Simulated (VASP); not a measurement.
A run of VASP 6.6.1 is set up as follows.

Contents of INCAR:

```
PREC = Accurate
ENCUT = 600
EDIFF = 1E-7
ISMEAR = 0
SIGMA = 0.1
LREAL = F
LASPH = T
NELM = 80
ALGO = Fast
ISIF = 3
LWAVE = F
LCHARG = F
GGA = RP
IBRION = 2
NSW = 90
EDIFFG = -0.005
```

KPOINTS

```
regular mesh
0
Gamma
  12 12 12
```

POSCAR

```
Sn
1.0
    0.0000000000      3.2849870000      3.2849870000
    3.2849870000      0.0000000000      3.2849870000
    3.2849870000      3.2849870000      0.0000000000
Sn
2
Direct
    0.5000000000      0.5000000000      0.5000000000
    0.7500000000      0.7500000000      0.7500000000
```

Potentials or basis: VASP PAW PBE potentials, release 64 (Sn_d).

The run is started by

```console
$ cat potpaw_PBE.64/Sn_d/POTCAR > POTCAR
$ mpirun -np 1 vasp_std > vasp.out
```

Problem. Estimate the relaxed volume.

Solution. 38.12 Å³/atom.

Problem. Predict the space group after relaxing (to 0.05 Å).

Solution. Fd-3m (No. 227).

Problem. Predict the relaxed cell.

Solution. a = 4.759 Å, b = 4.759 Å, c = 4.759 Å, α = 60.00°, β = 60.00°, γ = 60.00°.

Final structure:
```
CELL_PARAMETERS angstrom
0.00000 3.36547 3.36547
3.36547 0.00000 3.36547
3.36547 3.36547 0.00000
ATOMIC_POSITIONS crystal
Sn 0.50000 0.50000 0.50000
Sn 0.75000 0.75000 0.75000
```

Caveat: the PAW data sets were made with another functional, which shifts forces and pressure a little.
